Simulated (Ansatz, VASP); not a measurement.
One calculation of BaH, two programs

File INCAR:

```
SYSTEM = BaH
PREC = Accurate
ENCUT = 600
EDIFF = 1E-6
ISMEAR = 0
SIGMA = 0.1
LREAL = .False.
LASPH = .True.
NELM = 100
ALGO = Normal
ISIF = 3
LWAVE = .False.
LCHARG = .False.
GGA = PE
IBRION = 2
NSW = 100
EDIFFG = -0.01
```

The input KPOINTS:

```
regular mesh
0
Gamma
  20 20 20
  0 0 0
```

The input POSCAR:

```
BaH
1.0
   -2.0530091256      2.0530091256      2.8688571971
    2.0530091256     -2.0530091256      2.8688571971
    2.0530091256      2.0530091256     -2.8688571971
Ba H
1 1
Direct
    0.0000000000      0.0000000000      0.0000000000
    0.5000000000      0.5000000000      0.0000000000
```

Input for Ansatz:

```yaml
crystal:
  lattice:
    - [-2.0530091256, 2.0530091256, 2.8688571971]
    - [2.0530091256, -2.0530091256, 2.8688571971]
    - [2.0530091256, 2.0530091256, -2.8688571971]
  atoms:
    - { symbol: Ba, position: [0.0, 0.0, 0.0] }
    - { symbol: H, position: [0.5, 0.5, 0.0] }
basis:
  ecutwfc: 420
kpoints:
  mp_grid: { grid: [20, 20, 20] }
hamiltonian:
  xc: pbe
scf:
  occupations: { method: gaussian, width: 0.1 }
output:
  forces: true
  stress: true
  eigenvalues: true
relax:
  adjacent_minimum: "off"
  f_tol: 0.01
  max_steps: 80
  cell: { stress_tol: 0.05 }
```

Alike in both runs: task relaxation of cell and atoms; functional PBE; k mesh 20 × 20 × 20; occupations gaussian, width 0.1 eV; no spin polarisation.

|  | VASP | Ansatz |
| --- | --- | --- |
| version | VASP 6.6.1 | Ansatz 0.2.0 |
| potentials or method | VASP PAW PBE potentials, release 64 (Ba_sv, H) | scalar-relativistic, plane waves, PAW |
| plane-wave cutoff (eV) | 600 | 420 |
| valence electrons in the cell | 11 | 11 |

```csv
,VASP,Ansatz,Ansatz less VASP
"gap on the k mesh at the Fermi level, each at its own relaxed structure (eV)",none,none,-
relaxed volume (Å³/atom),24.93,24.51,-0.425
relaxed cell length with the largest relative difference (Å),4.131,4.108,-0.0230
energy change over the relaxation (meV/atom),-2,0,+1.4
```

A gap of «none» marks a metal or a gap that the smearing closes.

Spin-orbit coupling is left out, which matters for the levels of Ba.
